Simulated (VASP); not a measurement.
Wanted: the native input for a VASP 6.6.1 run.

| Quantity | Value |
| --- | --- |
| Task | relaxation of cell and atoms |
| Functional | PBE |
| Potentials or basis | VASP PAW PBE potentials, release 64 (La, O) |
| Cutoff | 600 eV |
| k mesh | 9 × 9 × 5 |
| Occupations | gaussian, width 0.03 eV |
| Spin | no spin polarisation |
| Further INCAR settings | ALGO = Normal; EDIFF = 1e-07; IBRION = 2; EDIFFG = -0.005; NSW = 90; ISIF = 3 |

The structure of La2O3 lies in POSCAR:

```
La2O3                                   
1.0
    3.9367613119      0.0000000000     -0.0000000000
   -1.9683806560      3.4093353048      0.0000000000
    0.0000000000     -0.0000000000      6.1788816436
  La              O             
     2     3
Direct
     0.6666666699999979    0.3333333300000021    0.7528333012287785
     0.3333333300000021    0.6666666699999979    0.2471666987712216
     0.6666666699999979    0.3333333300000021    0.3543795555695414
     0.3333333300000021    0.6666666699999979    0.6456204444304586
     0.0000000000000000    1.0000000000000000    0.0000000000000000
```

The cell is a database's computed one.

One way to write it, as run:

INCAR

```
SYSTEM = La2O3
PREC = Accurate
ENCUT = 600
EDIFF = 1E-7
ISMEAR = 0
SIGMA = 0.03
LREAL = .FALSE.
LASPH = .TRUE.
NELM = 80
ALGO = Normal
ISIF = 3
LWAVE = .FALSE.
LCHARG = .FALSE.
GGA = PE
IBRION = 2
NSW = 90
EDIFFG = -0.005
```

KPOINTS

```
regular mesh
0
G
  9 9 5
  0 0 0
```

Potentials or basis: VASP PAW PBE potentials, release 64 (La, O).

Launch:

```sh
$ cat potpaw_PBE.64/La/POTCAR potpaw_PBE.64/O/POTCAR > POTCAR
$ mpirun -np 1 vasp_std > vasp.out
```

It gave:

```yaml
Relaxed_volume: 16.58 Å³/atom
Relaxed_cell: a = 3.937 Å, b = 3.937 Å, c = 6.177 Å, α = 90.00°, β = 90.00°, γ = 120.00°
Space_group_after_relaxing_to_0.05_Å: P-3m1 (No. 164)
Energy_gained_by_relaxing: 0.0 meV/atom
Ionic_steps: 4
Pressure_after_relaxing: 0.0 GPa
Largest_force_after_relaxing: 0.003 eV/Å
Band_gap_on_the_k_mesh: 3.91 eV, indirect (least direct gap 3.98 eV)
```

Caveat: spin-orbit coupling is left out, which moves the levels of the heavy elements; an odd mesh through Γ misses points on the zone boundary, where band edges often lie.

It took 2.7 min on 1 thread of Intel(R) Xeon(R) 6975P-C (Granite Rapids) (shared host), peak memory 0.31 GiB.
